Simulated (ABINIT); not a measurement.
# Rh (Fm-3m) in ABINIT: settings compared

The runs below take Rh through band structure, equation of state, with BP86, PBEsol, AM05, RPBE+D3(BJ).

Program: ABINIT 10.8.3 (patched build). These are calculated values, not measurements. Logs are shortened: lines on timing, memory, paths and dates and some standing lists are left out, and cuts for length are marked. The log counts tension as positive stress, the text compression.

**1. Starting point**

It takes space group Fm-3m (No. 225, cubic). Conventional cell: a = 3.796 Å, b = 3.796 Å, c = 3.796 Å, α = 90.00°, β = 90.00°, γ = 90.00°. Around Rh (site symmetry m-3m) lie 12 Rh at 2.68 Å.

**2. Band structure, BP86, spin-orbit coupling, no magnetisation**

Contents of run.abi:

```
# Datasets: ground state, then fixed potential
ndtset 2

# Pseudopotentials
pp_dirpath "./"
pseudos "Rh.GGA_PBE-JTH.xml"

# Structure
acell 5.0719591737 5.0719591737 5.0719591737
rprim
     0.0000000000     0.7071067812     0.7071067812
     0.7071067812     0.0000000000     0.7071067812
     0.7071067812     0.7071067812     0.0000000000
ntypat 1
znucl 45
natom 1
typat 1
xred
     0.0000000000     0.0000000000     0.0000000000

# Plane-wave basis
ecut 20.0
pawecutdg 40.0

# Exchange and correlation
ixc -106132

# Bands and occupations
occopt 3
tsmear 0.05 eV

# Spin
nspinor 2
nspden 1
pawspnorb 1

# SCF cycle
nstep 100

# Output
iomode 3
prtwf 0
prteig 0
prtebands 0
prtden1 1

# Dataset 1
kptopt1 4
ngkpt1 12 12 12
nshiftk1 1
shiftk1 0.0 0.0 0.0
nband1 26
tolvrs1 1.0e-9

# Dataset 2: bands along G-X-W-K-G-L-U-W-L-K
iscf2 -2
getden2 1
nband2 34
nbdbuf2 2
tolwfr2 1.0e-12
kptopt2 -9
ndivsm2 5
prteig2 1
kptbounds2
     0.0000000000     0.0000000000     0.0000000000
     0.5000000000     0.0000000000     0.5000000000
     0.5000000000     0.2500000000     0.7500000000
     0.3750000000     0.3750000000     0.7500000000
     0.0000000000     0.0000000000     0.0000000000
     0.5000000000     0.5000000000     0.5000000000
     0.6250000000     0.2500000000     0.6250000000
     0.5000000000     0.2500000000     0.7500000000
     0.5000000000     0.5000000000     0.5000000000
     0.3750000000     0.3750000000     0.7500000000
```

Potentials or basis: JTH PAW PBE v2.0.

Run with:

```sh
> abinit run.abi > log 2>&1
```

run.abo:

```text
.Version 10.8.3 of ABINIT
 DATASET    1 : space group F4 3 2 (#209); Bravais cF (face-center cubic)
================================================================================
 Values of the parameters that define the memory need for DATASET  1.
     intxc =       0    ionmov =       0      iscf =      17    lmnmax =      18
     lnmax =       6     mgfft =      24  mpssoang =       3    mqgrid =    3001
     natom =       1  nloc_mem =       2    nspden =       1   nspinor =       2
    nsppol =       1      nsym =      24    n1xccc =       1    ntypat =       1
    occopt =       3   xclevel =       2
       mpw =         411          nfft =       13824          nkpt =          88
 PAW method is used; the additional fine FFT grid is defined by:
   mgfftf=        30    nfftf =     27000
================================================================================
================================================================================

 DATASET    2 : space group F4 3 2 (#209); Bravais cF (face-center cubic)
================================================================================
 Values of the parameters that define the memory need for DATASET  2.
     intxc =       0    ionmov =       0      iscf =      -2    lmnmax =      18
     lnmax =       6     mgfft =      24  mpssoang =       3    mqgrid =    3001
     natom =       1  nloc_mem =       2    nspden =       1   nspinor =       2
    nsppol =       1      nsym =      24    n1xccc =       1    ntypat =       1
    occopt =       3   xclevel =       2
       mpw =         411          nfft =       13824          nkpt =          87
 PAW method is used; the additional fine FFT grid is defined by:
   mgfftf=        30    nfftf =     27000
================================================================================
================================================================================

--------------------------------------------------------------------------------
------------- Echo of variables that govern the present computation ------------
--------------------------------------------------------------------------------
 -outvars: echo values of preprocessed input variables --------
            acell      5.0719591737E+00  5.0719591737E+00  5.0719591737E+00 Bohr
              amu      1.02905500E+02
             ecut      2.00000000E+01 Hartree
           getden1          0
           getden2          1
             iscf1         17
             iscf2         -2
                       outvar_i_n : Printing only first  50 k-points.
              ixc     -106132
           jdtset        1    2
                       outvar_i_n : Printing only first  50 k-points.
           kptopt1          4
           kptopt2         -9
         kptrlatt       12    0    0      0   12    0      0    0   12
          kptrlen1     6.08635101E+01
          kptrlen2     3.00000000E+01
            natom           1
            nband1         26
            nband2         34
           nbdbuf1          0
           nbdbuf2          2
           ndtset           2
           ndivsm1          0
           ndivsm2          5
            ngfft          24      24      24
          ngfftdg          30      30      30
             nkpt1         88
             nkpt2         87
          nspinor           2
            nstep         100
             nsym          24
           ntypat           1
                       prtocc : prtvol=0, do not print more k-points.
           occopt           3
        pawcpxocc           2
        pawecutdg      4.00000000E+01 Hartree
        pawspnorb           1
         pawxcdev           0
        prtebands           0
           prteig1          0
           prteig2          1
            prtwf           0
            rprim      0.0000000000E+00  7.0710678120E-01  7.0710678120E-01
                       7.0710678120E-01  0.0000000000E+00  7.0710678120E-01
                       7.0710678120E-01  7.0710678120E-01  0.0000000000E+00
           shiftk1     0.00000000E+00  0.00000000E+00  0.00000000E+00
           shiftk2     5.00000000E-01  5.00000000E-01  5.00000000E-01
          spgroup         209
           tolvrs1     1.00000000E-09
           tolvrs2     0.00000000E+00
           tolwfr1     0.00000000E+00
           tolwfr2     1.00000000E-12
[... 203 lines left out ...]
- sigma(3 3)= -9.44948719E+00  sigma(2 1)=  0.00000000E+00

================================================================================
== DATASET  2 ==================================================================

--- !DatasetInfo
iteration_state: {dtset: 2, }
dimensions: {natom: 1, nkpt: 87, mband: 34, nsppol: 1, nspinor: 2, nspden: 1, mpw: 411, }
cutoff_energies: {ecut:  20.0, pawecutdg:  40.0, }
electrons: {nelect:   1.70000000E+01, charge:   0.00000000E+00, occopt:   3.00000000E+00, tsmear:   1.83746611E-03, }
meta: {optdriver: 0, ionmov: 0, optcell: 0, iscf: -2, paral_kgb: 0, }
...

 mkfilename : getden/=0, take file _DEN from output of DATASET   1.

 Real(R)+Recip(G) space primitive vectors, cartesian coordinates (Bohr,Bohr^-1):
 R(1)=  0.0000000  3.5864167  3.5864167  G(1)= -0.1394149  0.1394149  0.1394149
 R(2)=  3.5864167  0.0000000  3.5864167  G(2)=  0.1394149 -0.1394149  0.1394149
 R(3)=  3.5864167  3.5864167  0.0000000  G(3)=  0.1394149  0.1394149 -0.1394149
 Unit cell volume ucvol=  9.2259745E+01 bohr^3
 Angles (23,13,12)=  6.00000000E+01  6.00000000E+01  6.00000000E+01 degrees

 Coarse grid specifications (used for wave-functions):

 getcut: wavevector=  0.0000  0.0000  0.0000  ngfft=  24  24  24
         ecut(hartree)=     20.000   => boxcut(ratio)=   2.35047

 getcut : COMMENT -
  Note that boxcut > 2.2 ; recall that boxcut=Gcut(box)/Gcut(sphere) = 2
  is sufficient for exact treatment of convolution.
  Such a large boxcut is a waste : you could raise ecut
  e.g. ecut=   27.623630 Hartrees makes boxcut=2

 Fine grid specifications (used for densities):

 getcut: wavevector=  0.0000  0.0000  0.0000  ngfft=  30  30  30
         ecut(hartree)=     40.000   => boxcut(ratio)=   2.07985
--------------------------------------------------------------------------------

================================================================================
 Non-SCF case, kpt    1 (  0.00000  0.00000  0.00000), residuals and eigenvalues=
  4.68E-13  5.34E-13  3.65E-13  6.57E-13  3.75E-13  9.25E-13  4.80E-13  8.77E-13
  2.63E-13  7.41E-13  2.42E-13  8.33E-13  2.82E-13  8.99E-13  3.11E-13  6.07E-13
  4.80E-13  8.21E-13  4.48E-13  9.25E-13  2.68E-13  6.20E-13  4.25E-13  7.15E-13
  2.73E-13  5.73E-13  1.60E-13  5.23E-13  5.47E-13  7.50E-13  5.31E-13  3.56E-13
  3.39E-05  1.65E-04
 -2.2964E+00 -2.2964E+00 -1.1960E+00 -1.1960E+00 -1.0536E+00 -1.0536E+00
 -1.0536E+00 -1.0536E+00  3.1203E-01  3.1203E-01  4.8630E-01  4.8630E-01
  4.8630E-01  4.8630E-01  4.9560E-01  4.9560E-01  5.6781E-01  5.6781E-01
  5.6781E-01  5.6781E-01  1.1941E+00  1.1941E+00  1.3871E+00  1.3871E+00
  1.3945E+00  1.3945E+00  1.3945E+00  1.3945E+00  1.6107E+00  1.6107E+00
[... 1019 lines left out ...]
  1.2380E+00  1.2380E+00  1.3699E+00  1.3699E+00  1.6774E+00  1.6774E+00
  1.7068E+00  1.7068E+00  1.7376E+00  1.7376E+00
 Non-SCF case, kpt   87 (  0.37500  0.37500  0.75000), residuals and eigenvalues=
  5.02E-13  5.80E-13  3.97E-13  8.38E-13  3.93E-13  6.83E-13  1.80E-13  2.80E-13
  3.88E-13  4.78E-13  3.05E-13  4.52E-13  2.78E-13  8.11E-13  1.93E-13  8.08E-13
  6.08E-13  8.67E-13  3.30E-13  5.37E-13  4.29E-13  6.55E-13  3.59E-13  7.57E-13
  2.34E-13  9.74E-13  3.50E-13  9.12E-13  5.13E-13  7.86E-13  3.37E-13  4.86E-13
  3.48E-12  3.37E-11
 -2.2908E+00 -2.2908E+00 -1.2086E+00 -1.2086E+00 -1.0744E+00 -1.0744E+00
 -1.0658E+00 -1.0658E+00  4.0043E-01  4.0043E-01  4.2839E-01  4.2839E-01
  5.2793E-01  5.2793E-01  5.7840E-01  5.7840E-01  6.1852E-01  6.1852E-01
  8.9523E-01  8.9523E-01  9.2353E-01  9.2353E-01  1.0499E+00  1.0499E+00
  1.2131E+00  1.2131E+00  1.3855E+00  1.3855E+00  1.6828E+00  1.6828E+00
  1.6889E+00  1.6889E+00  1.7442E+00  1.7442E+00

--- !ResultsGS
iteration_state: {dtset: 2, }
comment   : Summary of ground state results
lattice_vectors:
- [  0.0000000,   3.5864167,   3.5864167, ]
- [  3.5864167,   0.0000000,   3.5864167, ]
- [  3.5864167,   3.5864167,   0.0000000, ]
lattice_lengths: [   5.07196,    5.07196,    5.07196, ]
lattice_angles: [ 60.000,  60.000,  60.000, ] # degrees, (23, 13, 12)
lattice_volume:   9.2259745E+01
convergence: {deltae:  0.000E+00, res2:  0.000E+00, residm:  9.997E-13, diffor:  0.000E+00, }
etotal    :  -1.11463073E+02
entropy   :   0.00000000E+00
fermie    :   6.05416404E-01
cartesian_stress_tensor: null
pressure_GPa: null
xred      :
- [  0.0000E+00,   0.0000E+00,   0.0000E+00, Rh]
cartesian_forces: null
force_length_stats: {min: null, max: null, mean: null, }
...

 Integrated electronic density in atomic spheres:
 ------------------------------------------------
 Atom  Sphere_radius  Integrated_density
    1        2.21251         14.90826467

================================================================================

 ----iterations are completed or convergence reached----

 Mean square residual over all n,k,spin=   54.895E-14; max=  99.966E-14
 reduced coordinates (array xred) for    1 atoms
       0.000000000000      0.000000000000      0.000000000000

 cartesian coordinates (angstrom) at end:
    1      0.00000000000000     0.00000000000000     0.00000000000000
 length scales=  5.071959173700  5.071959173700  5.071959173700 bohr
              =  2.683965207532  2.683965207532  2.683965207532 angstroms
 Eigenvalues (hartree) for nkpt=  87  k points:
 kpt#   1, nband= 34, wtk=  1.00000, kpt=  0.0000  0.0000  0.0000 (reduced coord)
  -2.29636   -2.29636   -1.19598   -1.19598   -1.05356   -1.05356   -1.05356   -1.05356
   0.31203    0.31203    0.48630    0.48630    0.48630    0.48630    0.49560    0.49560
   0.56781    0.56781    0.56781    0.56781    1.19415    1.19415    1.38708    1.38708
   1.39447    1.39447    1.39447    1.39447    1.61073    1.61073    1.78954    1.78954
   1.78960    1.79562
 kpt#   2, nband= 34, wtk=  1.00000, kpt=  0.0357  0.0000  0.0357 (reduced coord)
  -2.29629   -2.29629   -1.19614   -1.19614   -1.05386   -1.05386   -1.05370   -1.05370
   0.31459    0.31459    0.48543    0.48543    0.48756    0.48756    0.49610    0.49610
   0.56601    0.56601    0.56844    0.56844    1.19792    1.19792    1.38210    1.38210
   1.39130    1.39130    1.39517    1.39517    1.62730    1.62730    1.77207    1.77207
   1.77911    1.77911
 kpt#   3, nband= 34, wtk=  1.00000, kpt=  0.0714  0.0000  0.0714 (reduced coord)
  -2.29608   -2.29608   -1.19662   -1.19662   -1.05475   -1.05475   -1.05411   -1.05411
   0.32212    0.32212    0.48164    0.48164    0.49131    0.49131    0.49893    0.49893
   0.56085    0.56085    0.57031    0.57031    1.20897    1.20897    1.36370    1.36370
   1.39065    1.39065    1.39657    1.39657    1.67047    1.67047    1.73398    1.73398
[... 491 lines left out ...]
   1.26547    1.26547    1.35017    1.35017    1.67250    1.67250    1.68702    1.68702
   1.77791    1.77791
 kpt#  86, nband= 34, wtk=  1.00000, kpt=  0.3889  0.3889  0.7222 (reduced coord)
  -2.29093   -2.29093   -1.20839   -1.20839   -1.07424   -1.07424   -1.06549   -1.06549
   0.40613    0.40613    0.43729    0.43729    0.51573    0.51573    0.56871    0.56871
   0.61527    0.61527    0.89188    0.89188    0.91672    0.91672    1.06176    1.06176
   1.23800    1.23800    1.36992    1.36992    1.67736    1.67736    1.70684    1.70684
   1.73758    1.73758
 kpt#  87, nband= 34, wtk=  1.00000, kpt=  0.3750  0.3750  0.7500 (reduced coord)
  -2.29084   -2.29084   -1.20857   -1.20857   -1.07443   -1.07443   -1.06578   -1.06578
   0.40043    0.40043    0.42839    0.42839    0.52793    0.52793    0.57840    0.57840
   0.61852    0.61852    0.89523    0.89523    0.92353    0.92353    1.04989    1.04989
   1.21313    1.21313    1.38553    1.38553    1.68278    1.68278    1.68894    1.68894
   1.74418    1.74418

== END DATASET(S) ==============================================================
================================================================================

 -outvars: echo values of variables after computation  --------
            acell      5.0719591737E+00  5.0719591737E+00  5.0719591737E+00 Bohr
           etotal1    -1.1146307253E+02
            fcart1    -0.0000000000E+00 -0.0000000000E+00 -0.0000000000E+00
            rprim      0.0000000000E+00  7.0710678120E-01  7.0710678120E-01
                       7.0710678120E-01  0.0000000000E+00  7.0710678120E-01
                       7.0710678120E-01  7.0710678120E-01  0.0000000000E+00
           strten1    -3.2118154155E-04 -3.2118154155E-04 -3.2118154155E-04
                       0.0000000000E+00  0.0000000000E+00  0.0000000000E+00
 Calculation completed.
```

Run time: 2 min. Hardware: 1 thread of Arm Neoverse V2, shared host; peak memory 0.14 GiB.

What came out:

| Property | Result |
| --- | --- |
| Free energy | -3033.0647 eV |
| Pressure | 9.4 GPa |
| Band gap on the k mesh | none (metal or under the smearing width) |
| Valence electrons inside the program's atomic spheres | Rh 14.91 (radii [1.1708] Å) |

Levels at the corners of the path, in eV from the Fermi level:
| point | band 14 | band 15 | band 16 | band 17 | band 18 | band 19 |
| --- | --- | --- | --- | --- | --- | --- |
| Γ | -3.24 | -2.99 | -2.99 | -1.02 | -1.02 | -1.02 |
| X | 0.47 | 0.86 | 0.86 | 1.11 | 1.11 | 3.28 |
| W | -3.84 | -1.24 | -1.24 | 0.97 | 0.97 | 9.42 |
| K | -2.11 | -0.74 | -0.74 | 0.36 | 0.36 | 7.89 |
| Γ | -3.24 | -2.99 | -2.99 | -1.02 | -1.02 | -1.02 |
| L | -3.09 | 0.46 | 0.46 | 0.63 | 0.63 | 0.78 |
| U | -2.11 | -0.74 | -0.74 | 0.36 | 0.36 | 7.89 |
| W | -3.84 | -1.24 | -1.24 | 0.97 | 0.97 | 9.42 |
| L | -3.09 | 0.46 | 0.46 | 0.63 | 0.63 | 0.78 |
| K | -2.11 | -0.74 | -0.74 | 0.36 | 0.36 | 7.89 |

Caveat: the PAW data sets were made with another functional, which shifts forces and pressure a little.

**3. Band structure, PBEsol**

Edit run.abi of step 2 so:

```diff
@@ -8,7 +8,7 @@
 # Structure
-acell 5.0719591737 5.0719591737 5.0719591737
+acell 3*1.0 Angstrom
 rprim
-     0.0000000000     0.7071067812     0.7071067812
-     0.7071067812     0.0000000000     0.7071067812
-     0.7071067812     0.7071067812     0.0000000000
+     0.0000000000     1.8978500000     1.8978500000
+     1.8978500000     0.0000000000     1.8978500000
+     1.8978500000     1.8978500000     0.0000000000
 ntypat 1
@@ -25,3 +25,3 @@
 # Exchange and correlation
-ixc -106132
+ixc -116133
 
@@ -29,8 +29,3 @@
 occopt 3
-tsmear 0.05 eV
-
-# Spin
-nspinor 2
-nspden 1
-pawspnorb 1
+tsmear 0.00183747
 
@@ -44,6 +39,10 @@
 prtebands 0
+enunit 1
 prtden1 1
+prtvha1 1
+prtvclmb1 1
+prtpot1 1
 
 # Dataset 1
-kptopt1 4
+kptopt1 1
 ngkpt1 12 12 12
@@ -51,3 +50,3 @@
 shiftk1 0.0 0.0 0.0
-nband1 26
+nband1 13
 tolvrs1 1.0e-9
@@ -57,3 +56,3 @@
 getden2 1
-nband2 34
+nband2 17
 nbdbuf2 2
@@ -61,4 +60,5 @@
 kptopt2 -9
-ndivsm2 5
+ndivsm2 8
 prteig2 1
+prtvol2 -3
 kptbounds2
```

Potentials or basis: JTH PAW PBE v2.0.

Run with:

```sh
> abinit run.abi > log 2>&1
```

It took 32 s on 1 thread of Arm Neoverse V2, shared host; peak memory 0.14 GiB.

It converged, with:

| Item | Value |
| --- | --- |
| Free energy | -3031.4999 eV |
| Pressure | -3.3 GPa |
| Band gap on the k mesh | none (metal or under the smearing width) |
| Valence electrons inside the program's atomic spheres | Rh 14.88 (radii [1.1708] Å) |

Levels at the corners of the path, in eV from the Fermi level:
```tsv
point	band 5	band 6	band 7	band 8	band 9	band 10	band 11	band 12
Γ	-8.12	-3.15	-3.15	-3.15	-1.02	-1.02	15.85	21.29
X	-6.43	-6.05	0.54	0.98	0.98	3.15	12.25	13.21
W	-5.11	-3.89	-3.89	-1.24	0.99	9.57	9.57	11.17
K	-5.61	-4.86	-2.13	-0.72	0.36	7.83	8.53	12.02
Γ	-8.12	-3.15	-3.15	-3.15	-1.02	-1.02	15.85	21.29
L	-6.24	-3.22	-3.22	0.56	0.56	0.61	8.62	15.37
U	-5.61	-4.86	-2.13	-0.72	0.36	7.83	8.53	12.02
W	-5.11	-3.89	-3.89	-1.24	0.99	9.57	9.57	11.17
L	-6.24	-3.22	-3.22	0.56	0.56	0.61	8.62	15.37
K	-5.61	-4.86	-2.13	-0.72	0.36	7.83	8.53	12.02
```

Caveat: the PAW data sets were made with another functional, which shifts forces and pressure a little.

[end of part 1 of 2]
